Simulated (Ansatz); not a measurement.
## MgO: what symmetry allows forces and stress to be

```
Mg O
1.0
     3.04635    0.02092   -0.01648
    -1.50506    2.60684    0.03297
    -0.01503    0.02605    2.68708
Mg O
1 1
Direct
  0.98821 0.99410 0.00000
  0.34512 0.67256 0.50000
```

Level of theory: DFT PBE, scalar-relativistic, plane waves, PAW in Ansatz 0.2.0.

Cutoff 420 eV; k points 12×12×10 on the computed 2-atom cell (Γ-centred); Gaussian smearing, width 0.02 eV; no spin polarisation.

This distorted cell has space group C2, with 2 operations.

Q: Without a calculation: in which directions can each atom feel a force?

A: A force must be left unchanged by every operation that keeps its atom in place, so it lies in the space that those operations leave fixed. Atoms that the group maps onto each other feel forces of one size.
```
atom site symmetry operations at the site equivalent to atom allowed force (Cartesian)
 Mg1              2                       2                   1   along (0.87, 0.50, 0.00)
  O2              2                       2                   2   along (0.87, 0.50, 0.00)
```

That leaves 2 independent force components of 6, tied by 1 condition that the forces sum to zero, so 1 remains. A relaxation in this cell that keeps the symmetry moves the atoms in these directions alone.

Q: And the stress tensor?

A: It must be invariant under the point group, which leaves 4 independent components. Linear relations between components hold in this frame.

Q: Do the computed values obey this?

A: Yes. Forces (eV/Å):
```
Mg1  0.151  0.087  0.000
O2  -0.151 -0.087  0.000
```

Stress (GPa, compression positive, xx yy zz yz xz xy): -12.51 -10.26 0.84 0.41 -0.23 -1.94. The program imposes the same operations on density, forces and stress, so this confirms the analysis and is no independent test of the calculation.

This form isn't the usual stable structure of the compound.